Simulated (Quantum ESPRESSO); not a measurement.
The system is C.

```xyz
2
Lattice="0.0000 1.7834 1.7834 1.7834 0.0000 1.7834 1.7834 1.7834 0.0000" Properties=species:S:1:pos:R:3 pbc="T T T"
C     2.6751    2.6751    2.6751
C     1.7834    1.7834    1.7834
```

This isn't the form of C at room conditions, which is graphite.

Base run:

- Program: Quantum ESPRESSO 7.5
- Functional: SCAN
- Potentials or basis: SG15 PBE 1.2
- Cutoff: 1197 eV
- Density cutoff: 4789 eV
- k mesh: 10 × 10 × 10
- Occupations: fermi-dirac, width 0.05 eV
- Spin: no spin polarisation

Its results: band gap on the k mesh 4.51 eV, indirect (least direct gap 6.16 eV); pressure -4.1 GPa.

Task: After a change of settings the same cell gave: band gap on the k mesh 4.29 eV, indirect (least direct gap 5.83 eV); pressure 1.8 GPa. Which change was it?
A. functional from SCAN to LDA; k mesh from 10 × 10 × 10 to 13 × 13 × 13
B. functional from SCAN to AM05; k mesh from 10 × 10 × 10 to 13 × 13 × 13
C. functional from SCAN to TPSS
D. functional from SCAN to EV93PW91; k mesh from 10 × 10 × 10 to 13 × 13 × 13

Result: C.

Caveats: the potentials were made for another functional, which shifts forces and pressure.

Runs at the PBE level aren't shown here.
